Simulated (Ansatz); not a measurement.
Geometry optimisation, DFT PBE, scalar-relativistic, plane waves, PAW in Ansatz 0.2.0.

Input:

```yaml
accuracy: low
crystal:
  lattice:
    - [5.52, 0.0, 0.0]
    - [-4.14, 7.17069, 0.0]
    - [0.0, 0.0, 4.4574]
  atoms:
    - { symbol: Re, position: [0.0, 0.0, 0.0] }
    - { symbol: Re, position: [0.1666667, 0.2222222, 0.5] }
    - { symbol: Re, position: [0.0, 0.3333333, 0.0] }
    - { symbol: Re, position: [0.1666667, 0.5555556, 0.5] }
    - { symbol: Re, position: [0.0, 0.6666667, 0.0] }
    - { symbol: Re, position: [0.1666667, 0.8888889, 0.5] }
    - { symbol: Re, position: [0.5, 0.0, 0.0] }
    - { symbol: Re, position: [0.6666667, 0.2222222, 0.5] }
    - { symbol: Re, position: [0.5, 0.3333333, 0.0] }
    - { symbol: Re, position: [0.6666667, 0.5555556, 0.5] }
    - { symbol: Re, position: [0.5, 0.6666667, 0.0] }
    - { symbol: Re, position: [0.6666667, 0.8888889, 0.5] }
    - { symbol: H, position: [-0.0064732, -3.5e-05, 0.3743361] }
basis:
  ecutwfc: 420.0
kpoints:
  mp_grid: { grid: [2, 2, 2] }
hamiltonian:
  xc: pbe
scf:
  occupations: { method: fermi_dirac, width: 0.15 }
  lower_state_search: "off"
relax:
  f_tol: 0.08
  max_steps: 25
  adjacent_minimum: "off"
```

Run as:

```bash
$ ansatz run input.yaml --threads 2 --pin off --max-ram 5120MiB --backend cpu --events-out ev --progress --plain --runs-dir out
```

Q: Where does it end, and by what steps?

A: The run converged. The threshold is loose, so the end isn't yet a minimum. Limits of this set-up: coarse k mesh, odd electron count without spin, low accuracy level. After 9 steps the energy has fallen by 0.696 eV; Re1 moved furthest, 0.17 Å.

```json
{"step": "0", "energy less start (eV)": "0.0000", "largest force component (eV/Å)": "2.638", "accepted": "yes"}
{"step": "1", "energy less start (eV)": "-0.4484", "largest force component (eV/Å)": "0.996", "accepted": "yes"}
{"step": "2", "energy less start (eV)": "-0.5404", "largest force component (eV/Å)": "0.414", "accepted": "yes"}
{"step": "3", "energy less start (eV)": "-0.5995", "largest force component (eV/Å)": "0.302", "accepted": "yes"}
{"step": "4", "energy less start (eV)": "-0.6325", "largest force component (eV/Å)": "0.600", "accepted": "yes"}
{"step": "5", "energy less start (eV)": "-0.6766", "largest force component (eV/Å)": "0.347", "accepted": "yes"}
{"step": "6", "energy less start (eV)": "-0.6516", "largest force component (eV/Å)": "0.593", "accepted": "no"}
{"step": "7", "energy less start (eV)": "-0.6942", "largest force component (eV/Å)": "0.095", "accepted": "yes"}
{"step": "8", "energy less start (eV)": "-0.6854", "largest force component (eV/Å)": "0.235", "accepted": "no"}
{"step": "9", "energy less start (eV)": "-0.6958", "largest force component (eV/Å)": "0.028", "accepted": "yes"}
```

```xyz
13
Lattice="5.5200 0.0000 0.0000 -4.1400 7.1707 0.0000 0.0000 0.0000 4.4574" Properties=species:S:1:pos:R:3
Re -0.007 -0.023 -0.170
Re 0.011 1.690 2.302
Re -1.392 2.370 -0.043
Re -1.384 3.993 2.321
Re -2.765 4.746 -0.034
Re -2.699 6.357 2.299
Re 2.750 -0.029 -0.043
Re 2.764 1.618 2.300
Re 1.376 2.372 -0.048
Re 1.383 4.015 2.306
Re -0.013 4.752 -0.036
Re -0.056 6.353 2.298
H -0.002 0.030 1.588
```

Time of the run: 25 s on 2 threads of Arm Neoverse V2 (shared host), peak memory 0.55 GiB.
